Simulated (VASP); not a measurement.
A run of VASP 6.6.1 is set up as follows.

File INCAR:

```
PREC     = Accurate       # precision mode
ENCUT    = 520            # plane-wave cutoff, eV
EDIFF    = 1E-6           # SCF threshold, eV
ISMEAR   = 0              # smearing method
SIGMA    = 0.1            # smearing width, eV
LREAL    = False          # projectors in reciprocal space
LASPH    = True           # aspherical terms in the spheres
NELM     = 60             # most SCF steps
ALGO     = Normal         # electronic algorithm
ISIF     = 2              # what is computed and relaxed
LWAVE    = False          # write WAVECAR
LCHARG   = False          # write CHGCAR
LDIPOL   = True         
IDIPOL   = 3            
DIPOL    = 0.5 0.5 0.500
GGA      = PE             # functional
IVDW     = 12             # dispersion correction
NBANDS   = 12             # bands
```

File KPOINTS:

```
regular mesh
0
Gamma
  6 6 1
```

File POSCAR:

```
As
1.0
    3.5785484909      0.0000000000      0.0000000000
   -1.7892742454      3.0991139018      0.0000000000
    0.0000000000      0.0000000000     28.0000000000
As
2
Direct
    0.3333333333      0.6666666667      0.5248826415
    0.6666666667      0.3333333333      0.4751173585
```

Potentials or basis: VASP PAW PBE potentials, release 64 (As).

Launch:

```sh
$ cat potpaw_PBE.64/As/POTCAR > POTCAR
$ mpirun -np 1 vasp_std > vasp.out
```

Task: What does it give for the band gap on the k mesh?

Result: 1.58 eV, indirect (least direct gap 2.02 eV).

Task: What does it give for the largest force?

Result: 0.091 eV/Å.

Forces in eV/Å, atoms in the order of the input:
```
As   0.000  0.000  0.091
As   0.000  0.000 -0.091
```
